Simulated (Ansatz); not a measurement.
A run of Ansatz 0.2.0:

Contents of input.yaml:

```yaml
crystal:
  lattice:
    - [1.9815661262, 1.1440577364, 6.6610334788]
    - [-1.9815661262, 1.1440577364, 6.6610334788]
    - [0.0, -2.2881154728, 6.6610334788]
  atoms:
    - { symbol: Pt, position: [0.1296666667, 0.1296666667, 0.1296666667] }
    - { symbol: Pt, position: [0.8703333333, 0.8703333333, 0.8703333333] }
    - { symbol: Te, position: [0.402, 0.402, 0.402] }
    - { symbol: Te, position: [0.598, 0.598, 0.598] }
hamiltonian:
  xc: pbesol
  pseudopotentials: { kind: paw }
kpoints:
  mp_grid: { grid: [6, 6, 6] }
scf:
  occupations: { method: fermi_dirac, width: 0.05 }
output:
  forces: true
  stress: true
elastic:
  mode: clamped_ion
  stencil: two_point
```

Potentials or basis: Ansatz PAW.

Run with:

```bash
$ ansatz run input.yaml --threads 2 --pin off --max-ram 5632MiB --backend cpu --events-out ev --progress --plain --runs-dir out
```

Hardware: 2 threads of Intel(R) Xeon(R) 6975P-C (Granite Rapids), on a shared host.

Question: How long does it take, and how much memory?

Answer: Run time: 22 s on 2 threads of Intel(R) Xeon(R) 6975P-C (Granite Rapids) (shared host), peak memory 0.64 GiB. Counts: scf iterations 57, plane waves 1775, k points 32, bands 41.
